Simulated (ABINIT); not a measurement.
# Quasiparticle gap of GaAs (F-43m) in ABINIT

Aim: the G0W0 gap of GaAs (F-43m) on PBE, step by step.

Method: PBE and many-body steps on it, plane waves, in ABINIT 10.8.3.

**What was measured.**

- Gap 1.51 eV: band-edge emission energy from PL (direct gap at Gamma); photoluminescence, 633 nm excitation; 77 K; bulk crystal (MBE GaAs matrix around a thin InAs wetting layer on semi-insulating GaAs (100)) (“Photoluminescence of InAs/GaAs quantum dots under direct two-photon excitation”, 2020, pmc:7331710).

- Gap 1.418 ± 0.005 eV: direct gap E0 at Gamma from PR; modulated photoreflectance, low-field lineshape fit; 300 K; bulk crystal (semi-insulating GaAs(001) reference substrate) (“Evidence of valence band perturbations in GaAsN/GaAs(001): A combined variable-angle spectroscopic ellipsometry and modulated photoreflectance investigation”, 2008, arxiv:0805.2212).

- Gap 1.412 ± 0.01 eV: direct gap E0 at Gamma from ellipsometry; variable-angle spectroscopic ellipsometry, parametric critical-point fit; 300 K; bulk crystal (semi-insulating GaAs(001) reference substrate with native oxide) (“Evidence of valence band perturbations in GaAsN/GaAs(001): A combined variable-angle spectroscopic ellipsometry and modulated photoreflectance investigation”, 2008, arxiv:0805.2212).

- Gap 1.42 eV: fundamental direct gap E0 at Gamma, seen as sharp points in Psi and Delta; spectroscopic ellipsometry; 300 K; bulk crystal (semi-insulating GaAs (100) substrate) (“Ellipsometric study of the Electronic Structure of GaMnAs and LT-GaAs”, 2004, arxiv:cond-mat/0404304).

### 1. Starting point

The structure is cubic, space group F-43m (No. 216). The conventional cell has a = 5.654 Å, b = 5.654 Å, c = 5.654 Å, α = 90.00°, β = 90.00°, γ = 90.00°. Ga has 4 As at 2.45 Å nearest. As has 4 Ga at 2.45 Å nearest. Farther neighbours are not listed.

The cell and positions come from the Crystallography Open Database and are kept as given unless a step says otherwise.

### 2. Ground state

This step: ABINIT 10.8.3; DFT, PBE, plane waves, norm-conserving pseudopotentials.

The ground-state density comes first.

Contents of run.abi:

```
acell 3*1.0 Angstrom
rprim 
  0.000000000000 2.826850000000 2.826850000000
  2.826850000000 0.000000000000 2.826850000000
  2.826850000000 2.826850000000 0.000000000000
ntypat 2
znucl 31 33
natom 2
typat 1 2
xred 
  0.000000000000 0.000000000000 0.000000000000
  0.250000000000 0.250000000000 0.250000000000
pp_dirpath "pseudos"
pseudos "Ga.upf, As.upf"
ecut 45
ngkpt 6 6 6
nshiftk 1
shiftk 0 0 0
kptopt 1
chksymbreak 0
nband 27
occopt 1
tolvrs 1e-10
nstep 60
prtwf 0
optforces 0
optstress 0
indata_prefix "in"
outdata_prefix "out"
tmpdata_prefix "tmp"
```

The run is started by

```
$ OMP_NUM_THREADS=1 mpirun -n 8 abinit run.abi > log
```

Numbers of over 12 decimals in the logs are rounded to 6 here.

What it wrote:

```text
.Version 10.8.3 of ABINIT. v10.8.2 released Aug 2026.

 Symmetries : space group F-4 3 m (#216); Bravais cF (face-center cubic)
================================================================================
 Values of the parameters that define the memory need of the present run
     intxc =       0    ionmov =       0      iscf =       7    lmnmax =       6
     lnmax =       6     mgfft =      48  mpssoang =       3    mqgrid =    3001
     natom =       2  nloc_mem =       1    nspden =       1   nspinor =       1
    nsppol =       1      nsym =      24    n1xccc =    2501    ntypat =       2
    occopt =       1   xclevel =       2
-    mband =          27        mffmem =           1         mkmem =           2
       mpw =        4428          nfft =      110592          nkpt =          16
================================================================================
  Rough estimation (10% accuracy) of disk space for files :
================================================================================

--------------------------------------------------------------------------------
------------- Echo of variables that govern the present computation ------------
--------------------------------------------------------------------------------
 -outvars: echo values of preprocessed input variables --------
            acell      1.8897261259E+00  1.8897261259E+00  1.8897261259E+00 Bohr

      chksymbreak           0
             ecut      4.50000000E+01 Hartree
-          fftalg         312

              ixc     -101130
              kpt      0.00000000E+00  0.00000000E+00  0.00000000E+00
                       1.66666667E-01  0.00000000E+00  0.00000000E+00
                       3.33333333E-01  0.00000000E+00  0.00000000E+00
                       5.00000000E-01  0.00000000E+00  0.00000000E+00
                       1.66666667E-01  1.66666667E-01  0.00000000E+00
                       3.33333333E-01  1.66666667E-01  0.00000000E+00
                       5.00000000E-01  1.66666667E-01  0.00000000E+00
                      -3.33333333E-01  1.66666667E-01  0.00000000E+00
                      -1.66666667E-01  1.66666667E-01  0.00000000E+00
   [... 5 further rows ...]
                      -3.33333333E-01  3.33333333E-01  1.66666667E-01
                      -3.33333333E-01  5.00000000E-01  1.66666667E-01
         kptrlatt        6    0    0      0    6    0      0    0    6
          kptrlen      4.53281381E+01
P           mkmem           2
            natom           2
            nband          27
            ngfft          48      48      48
             nkpt          16
            nstep          60
             nsym          24
           ntypat           2
              occ      2.000000  2.000000  2.000000  2.000000  2.000000  2.000000
                       2.000000  2.000000  2.000000  2.000000  2.000000  2.000000
                       2.000000  2.000000  2.000000  2.000000  2.000000  2.000000
                       2.000000  2.000000  2.000000  2.000000  0.000000  0.000000
[...]
optforces           0
        optstress           0
            prtwf           0
            rprim      0.0000000000E+00  2.8268500000E+00  2.8268500000E+00
[...]
spgroup         216

           tolvrs      1.00000000E-10

             xred      0.0000000000E+00  0.0000000000E+00  0.0000000000E+00
[...]
znucl       31.00000   33.00000

================================================================================

 chkinp: Checking input parameters for consistency.

================================================================================
== DATASET  1 ==================================================================
-   mpi_nproc: 8, omp_nthreads: 1 (-1 if OMP is not activated)

--- !DatasetInfo
iteration_state: {dtset: 1, }
dimensions: {natom: 2, nkpt: 16, mband: 27, nsppol: 1, nspinor: 1, nspden: 1, mpw: 4428, }
cutoff_energies: {ecut:  45.0, pawecutdg:  -1.0, }
electrons: {nelect:   4.40000000E+01, charge:   0.00000000E+00, occopt:   1.00000000E+00, tsmear:   1.00000000E-02, }

 Real(R)+Recip(G) space primitive vectors, cartesian coordinates (Bohr,Bohr^-1):
 R(1)=  0.0000000  5.3419723  5.3419723  G(1)= -0.0935984  0.0935984  0.0935984
 R(2)=  5.3419723  0.0000000  5.3419723  G(2)=  0.0935984 -0.0935984  0.0935984
 R(3)=  5.3419723  5.3419723  0.0000000  G(3)=  0.0935984  0.0935984 -0.0935984
 Unit cell volume ucvol=  3.0488418E+02 bohr^3
 Angles (23,13,12)=  6.00000000E+01  6.00000000E+01  6.00000000E+01 degrees

 getcut: wavevector=  0.0000  0.0000  0.0000  ngfft=  48  48  48
         ecut(hartree)=     45.000   => boxcut(ratio)=   2.10404

--- Pseudopotential description ------------------------------------------------
- Ga Generated using ONCVPSP code by D. R. Hamann
- 31.00000  21.00000  171031                  znucl, zion, pspdat
12 -101130 2 -1 1902                          pspcod,pspxc,lmax,lloc,mmax
     nproj     2     2     2
  pspatm : epsatm=   21.85474337
         --- l  ekb(1:nproj) -->
[...]
pspatm: atomic psp has been read  and splines computed

- As Generated using ONCVPSP code by D. R. Hamann
- 33.00000  23.00000  171031                  znucl, zion, pspdat
12 -101130 2 -1 1358                          pspcod,pspxc,lmax,lloc,mmax
     nproj     2     2     2
  pspatm : epsatm=   24.77333152
         --- l  ekb(1:nproj) -->
[...]
pspatm: atomic psp has been read  and splines computed

   2.05163530E+03                                ecore*ucvol(ha*bohr**3)
--------------------------------------------------------------------------------

_setup2: Arith. and geom. avg. npw (full set) are    4396.153    4396.130

================================================================================

--- !BeginCycle
iteration_state: {dtset: 1, }
solver: {iscf: 7, nstep: 60, nline: 4, wfoptalg: 0, }
tolerances: {tolvrs: 1.00E-10, }

     iter   Etot(hartree)      deltaE(h)  residm     vres2
 ETOT  1  -551.03046146651    -5.510E+02 9.109E-01 1.435E+03
 ETOT  2  -553.19824534608    -2.168E+00 2.477E-02 2.566E+03
 ETOT  3  -553.54765832786    -3.494E-01 3.271E-02 3.191E+02
 ETOT  4  -553.56859560667    -2.094E-02 4.856E-03 1.481E+02
 ETOT  5  -553.58703702391    -1.844E-02 5.683E-04 1.915E+00
 ETOT  6  -553.58715212544    -1.151E-04 3.854E-05 6.968E-01
 ETOT  7  -553.58724571705    -9.359E-05 3.828E-06 9.701E-03
 ETOT  8  -553.58724688351    -1.166E-06 1.260E-06 5.277E-04
 ETOT  9  -553.58724687676     6.753E-09 8.972E-07 5.197E-04
 ETOT 10  -553.58724695068    -7.392E-08 3.128E-07 1.448E-07
 ETOT 11  -553.58724695072    -4.206E-11 3.029E-07 5.961E-09
 ETOT 12  -553.58724695070     1.933E-11 1.090E-07 4.989E-10
 ETOT 13  -553.58724695071    -9.436E-12 1.174E-07 1.973E-11

 At SCF step   13       vres2   =  1.97E-11 < tolvrs=  1.00E-10 =>converged.

--- !ResultsGS
iteration_state: {dtset: 1, }
comment   : Summary of ground state results
lattice_vectors:
- [  0.0000000,   5.3419723,   5.3419723, ]
- [  5.3419723,   0.0000000,   5.3419723, ]
- [  5.3419723,   5.3419723,   0.0000000, ]
lattice_lengths: [   7.55469,    7.55469,    7.55469, ]
lattice_angles: [ 60.000,  60.000,  60.000, ] # degrees, (23, 13, 12)
lattice_volume:   3.0488418E+02
convergence: {deltae: -9.436E-12, res2:  1.973E-11, residm:  1.174E-07, diffor:  0.000E+00, }
etotal    :  -5.53587247E+02
entropy   :   0.00000000E+00
fermie    :   2.08235878E-01
cartesian_stress_tensor: null
pressure_GPa: null
xred      :
- [  0.0000E+00,   0.0000E+00,   0.0000E+00, Ga]
- [  2.5000E-01,   2.5000E-01,   2.5000E-01, As]
cartesian_forces: null
force_length_stats: {min: null, max: null, mean: null, }

 Integrated electronic density in atomic spheres:
 ------------------------------------------------
 Atom  Sphere_radius  Integrated_density
    1        2.00000         18.80846266
    2        2.00000         20.37373321
================================================================================

 ----iterations are completed or convergence reached----

 Mean square residual over all n,k,spin=   27.173E-11; max=  11.737E-08
 reduced coordinates (array xred) for    2 atoms
       0.000000000000      0.000000000000      0.000000000000
       0.250000000000      0.250000000000      0.250000000000
 rms dE/dt=  0.0000E+00; max dE/dt=  0.0000E+00; dE/dt below (all hartree)
    1       0.000000000000      0.000000000000      0.000000000000
    2       0.000000000000      0.000000000000      0.000000000000

 cartesian coordinates (angstrom) at end:
    1      0.000000     0.000000     0.000000
    2      1.413425     1.413425     1.413425
 length scales=  1.889726125908  1.889726125908  1.889726125908 bohr
              =  1.000000000000  1.000000000000  1.000000000000 angstroms
 prteigrs : about to open file out_EIG
 Fermi (or HOMO) energy (hartree) =   0.20824   Average Vxc (hartree)=  -0.36654
 Eigenvalues (hartree) for nkpt=  16  k points:
 kpt#   1, nband= 27, wtk=  0.00463, kpt=  0.0000  0.0000  0.0000 (reduced coord)
  -6.58411   -5.07879   -4.50242   -4.50242   -4.50242   -3.26559   -3.26559   -3.26559
  -1.08415   -1.08415   -1.08415   -1.08382   -1.08382   -0.33685   -0.33685   -0.33685
  -0.33402   -0.33402   -0.25960    0.20824    0.20824    0.20824    0.22690    0.34556
   0.34556    0.34556    0.48736
 prteigrs : prtvol=0 or 1, do not print more k-points.

--- !EnergyTerms
iteration_state     : {dtset: 1, }
comment             : Components of total free energy in Hartree
kinetic             :  2.56579599922981E+02
hartree             :  2.39359398107684E+02
xc                  : -5.35166848518870E+01
Ewald energy        : -2.44384754666974E+02
psp_core            :  6.72922843284988E+00
local_psp           : -6.21711725125364E+02
non_local_psp       : -1.36642308770002E+02
total_energy        : -5.53587246950712E+02
total_energy_eV     : -1.50638763976251E+04
band_energy         : -8.40153441810218E+01

== END DATASET(S) ==============================================================
================================================================================

 -outvars: echo values of variables after computation  --------
           etotal     -5.5358724695E+02
            nband          27
             nkpt          16
          spgroup         216
 [... the other variables as echoed above ...]

 Calculation completed.
```

Elapsed: 23 s, on 8 MPI ranks of Arm Neoverse N1, shared host; peak memory 0.73 GiB; 3 min of CPU time.

This step gave:

```
total energy               : -15063.8764 eV
gap                        : 0.5078 eV
k of the valence top       : 0, 0, 0
k of the conduction bottom : 0, 0, 0
least direct gap           : 0.5078 eV
```

The gap is direct, at Γ.

(Continued in part 2 of 3.)

[Paths, hosts, dates, memory and timing lines, banners, echoed tables and standing remarks are left out of the program output.]

[Logs are printed without paths, hosts, clocks, repeated set-up lines and the standing remarks that a program may print on its own settings, such as how far it seeks lower states.]

[Runs of the session that timed out or met a known fault of the program may be left out.]

[Hosts, paths, dates, database ids (printed as entryN), source tags and the programs' standing remarks are cut or masked in the printed files.]

[G0W0 gaps are taken among the corrected bands and points alone; a level outside them can change the order at an edge.]

[Where Ansatz stands beside ABINIT at settings called matched, ABINIT's density can come from a denser mesh and the files from another edition; pairs whose starting gaps differed by over 0.03 eV were left out, so agreement reads better than it is.]
